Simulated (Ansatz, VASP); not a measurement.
# Zn in VASP and in Ansatz

```
Zn
1.0
     0.00000    1.96478    1.96478
     1.96478    0.00000    1.96478
     1.96478    1.96478    0.00000
Zn
1
Cartesian
  0.0000 0.0000 0.0000
```

This isn't the form of Zn at room conditions, which is hcp.

Alike in both runs: task band structure; functional r2SCAN; k mesh 12 × 12 × 12; occupations fermi-dirac, width 0.05 eV; no spin polarisation.

```csv
,VASP,Ansatz
version,VASP 6.6.1,Ansatz 0.2.0
potentials or method,"VASP PAW PBE potentials, release 64 (Zn)",Ansatz PAW
plane-wave cutoff (eV),520,500
valence electrons in the cell,12,12
```

|  | VASP | Ansatz | Ansatz less VASP |
| --- | --- | --- | --- |
| gap on the k mesh at the Fermi level (eV) | none | none | - |
| pressure (GPa) | -4.4 | -4.6 | -0.14 |

A gap of «none» marks a metal or a gap that the smearing closes. With one functional, cell and mesh, what is left measures potentials, basis and numerics.

Caveats: the PAW data sets were made with another functional, which shifts forces and pressure a little (VASP); the PAW data sets come from PBE, with cores solved anew for the run's functional, which leaves a small shift of forces and pressure (Ansatz).
